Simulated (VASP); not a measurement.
The system is CdTe.

```xyz
2
Lattice="0.0000 3.2472 3.2472 3.2472 0.0000 3.2472 3.2472 3.2472 0.0000" Properties=species:S:1:pos:R:3 pbc="T T T"
Cd    0.0000    0.0000    0.0000
Te    4.8708    4.8708    4.8708
```

The cell isn't the ideal one: functional lda, volume scaled by 1.04, PAW files.

Base run:

```yaml
Program: VASP 6.6.1
Functional: LDA
Potentials_or_basis: VASP PAW LDA potentials, release 64 (Cd, Te)
Cutoff: 520 eV
k_mesh: 10 × 10 × 10
Occupations: fermi-dirac, width 0.08 eV
Spin: no spin polarisation
```

Its results: band gap on the k mesh 0.53 eV, direct; pressure -1.4 GPa.

Q: The run is repeated on the same cell with these changes: functional from LDA to r2SCAN; potentials or basis from VASP PAW LDA potentials, release 64 (Cd, Te) to VASP PAW PBE potentials, release 64 (Cd, Te). What comes out?

A: Band gap on the k mesh 1.25 eV, direct; pressure 1.4 GPa.

Caveats: spin-orbit coupling is left out, which moves the levels of the heavy elements; the PAW data sets were made with another functional, which shifts forces and pressure a little (some runs).

A k mesh can miss the band edges.

Not every run made on this cell is shown here.
